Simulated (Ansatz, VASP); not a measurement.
# Two plane-wave programs on C

```
C
1.0
     1.26329    0.72936    3.44496
    -1.26329    0.72936    3.44496
     0.00000   -1.45873    3.44496
C
2
Direct
  0.17413 0.17413 0.17413
  0.82587 0.82587 0.82587
```

Change from the starting cell: mode 4 frozen in at +0.076 Å, equal normal strain along x, y and z +0.0250.

Alike in both runs: task single point; functional PBE; dispersion D3(BJ); k mesh 15 × 15 × 15; occupations gaussian, width 0.05 eV; no spin polarisation.

```csv
,VASP,Ansatz
version,VASP 6.6.1,Ansatz 0.2.0
potentials or method,"VASP PAW PBE potentials, release 64 (C)","scalar-relativistic, plane waves, PAW"
plane-wave cutoff (eV),520,520
valence electrons in the cell,8,8
```

```csv
,VASP,Ansatz,Ansatz less VASP
gap on the k mesh at the Fermi level (eV),0.40,0.39,0.000
least direct gap on the mesh (eV),0.40,0.39,0.000
pressure (GPa),-19.1,-19.5,-0.38
largest component of the traceless stress (GPa),15.29,15.73,+0.437
rms of the force components (eV/Å),1.484,1.490,+0.0056
```

Atom by atom the forces differ by 0.006 eV/Å (rms over components).

Caveats: so large a pressure means that the cell lies far from this level's equilibrium, or that cutoff or potentials fall short (VASP); an odd mesh through Γ misses points on the zone boundary, where band edges often lie; forces of over 1 eV/Å show positions far from the minimum, so gaps and moduli don't describe the material at rest.
